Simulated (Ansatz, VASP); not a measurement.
# Two plane-wave programs on Si2N

```
Si N
1.0
    -0.00251    0.51034    2.77793
     4.03865    0.00148    0.00330
    -0.00468    8.48187    1.30793
Si N
4 2
Direct
  0.10390 0.50000 0.31268
  0.10390 0.00001 0.81269
  0.25943 0.49999 0.65742
  0.25940 0.00000 0.15742
  0.88667 0.00003 0.02990
  0.88670 0.49997 0.52990
```

Change from the starting cell: anti-rutile type (P4_2/mnm, No. 136); cell x1, atoms moved at random (sigma 0.05 Å) and cell strained at random (1.5 %), then relaxed without symmetry.

Alike in both runs: functional PBE; k mesh 10 × 4 × 4; occupations gaussian, width 0.1 eV; no spin polarisation.

Ansatz relaxed the structure, and its values are those at the end. VASP's run is a single point on that final structure, the one shown.

```csv
,VASP,Ansatz
version,VASP 6.6.1,Ansatz 0.2.0
potentials or method,"VASP PAW PBE potentials, release 64 (Si, N)","scalar-relativistic, plane waves, PAW"
plane-wave cutoff (eV),520,420
valence electrons in the cell,26,26
```

VASP gave:

| Quantity | Value |
| --- | --- |
| gap on the k mesh at the Fermi level (eV) | none |
| pressure (GPa) | -0.1 |
| rms of the force components (eV/Å) | 0.006 |

Problem. What did Ansatz give for the same quantities?

Solution. gap on the k mesh at the Fermi level (eV): none; pressure (GPa): 0.0; rms of the force components (eV/Å): 0.001.

A gap of «none» marks a metal or a gap that the smearing closes. The functional is the same, so the differences come from potentials, cutoffs and numerics.

Caveats: the k mesh is coarse (spacing up to 0.39 Å⁻¹), so the values aren't converged.
